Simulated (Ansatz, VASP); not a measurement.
Pt: VASP beside Ansatz

```
CELL_PARAMETERS angstrom
0.00000 1.94453 1.94453
1.94453 0.00000 1.94453
1.94453 1.94453 0.00000
ATOMIC_POSITIONS crystal
Pt 0.00000 0.00000 0.00000
```

Alike in both runs: task single point; functional PBE; k mesh 18 × 18 × 18; occupations gaussian, width 0.1 eV; no spin polarisation.

|  | VASP | Ansatz |
| --- | --- | --- |
| version | VASP 6.6.1 | Ansatz 0.2.0 |
| potentials or method | VASP PAW PBE potentials, release 64 (Pt) | scalar-relativistic, plane waves, PAW |
| plane-wave cutoff (eV) | 520 | 420 |
| valence electrons in the cell | 10 | 18 |

VASP gave:

```
gap on the k mesh at the Fermi level (eV) : none
pressure (GPa)                            : 17.6
```

**Question.** What did Ansatz give for the same quantities?

**Answer.** gap on the k mesh at the Fermi level (eV): none; pressure (GPa): 18.1.

A gap of «none» marks a metal or a gap that the smearing closes. The two sets of potentials don't hold the same shells in valence.

Caveats: so large a pressure means that the cell lies far from this level's equilibrium, or that cutoff or potentials fall short (VASP). The runs have no spin-orbit coupling, so splittings on Pt are missing.
